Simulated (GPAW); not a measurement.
Zn:

```xyz
2
Lattice="2.6700 0.0000 0.0000 -1.3350 2.3123 0.0000 0.0000 0.0000 4.9660" Properties=species:S:1:pos:R:3 pbc="T T T"
Zn    1.3350    0.7708    3.7245
Zn    0.0000    1.5415    1.2415
```

Base run:

* Program: GPAW 26.7.0
* Functional: LDA
* Potentials or basis: the program's PAW data sets (release 1.2.1) made for this functional
* Cutoff: 600 eV
* Basis: pw
* k mesh: 11 × 11 × 6
* Occupations: gaussian, width 0.02 eV
* Spin: no spin polarisation

Its results: band gap on the k mesh none (metal or under the smearing width); pressure -9.4 GPa.

Problem. The run is repeated on the same cell with these changes: functional from LDA to RPBE; occupations from gaussian, width 0.02 eV to gaussian, width 0.05 eV. What comes out?

Solution. Band gap on the k mesh none (metal or under the smearing width); pressure 2.4 GPa.

Not every run made on this cell is shown here.
